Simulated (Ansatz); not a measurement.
Computed properties of InSb

```
In Sb
1.0
     0.00000    3.23910    3.23910
     3.23910    0.00000    3.23910
     3.23910    3.23910    0.00000
In Sb
1 1
Direct
  0.00000 0.00000 0.00000
  0.75000 0.75000 0.75000
```

Atom numbers follow the list: In1, Sb2.

The cell is COD entry 9008853, as deposited and not checked against the literature; nothing was relaxed.

No spin–orbit coupling, which matters for the heavy atoms here.

Methods: DFT, LDA, all-electron LAPW, scalar-relativistic (Ansatz 0.2.0); DFT, LDA, PAW with Ansatz's default frozen-core files, scalar-relativistic (Ansatz 0.2.0).

For LAPW: a Γ-centred 10×10×10 k mesh, Fermi–Dirac smearing of 0.03 eV, basis error target 0.25 meV/atom, no spin polarisation. PAW takes a cutoff of 420 eV at this cell (files made with PBE, cores remade for this functional). The Ansatz runs share mesh, smearing and spin set-up. Values come from LAPW unless marked.

* Löwdin charges (with 0.04 e of the cell spilling out of the atomic basis, so their sizes and signs hang on that basis): In1 -0.06, Sb2 0.10 e
* Volume per atom: 229.3 bohr³

Problem. Give the computed value. Band gap.

Solution. None at this level of theory (metallic, semimetallic, or a small gap that the functional closes).

Problem. Predict this quantity. Bader charges (from the PAW run).

Solution. In1 +0.38, Sb2 -0.38 e.

Problem. Give the computed value. Density of states at the Fermi level (0.2 eV bin).

Solution. 0.00 states/eV per cell.

Problem. Predict this quantity. Pressure at this cell.

Solution. -0.58 GPa.
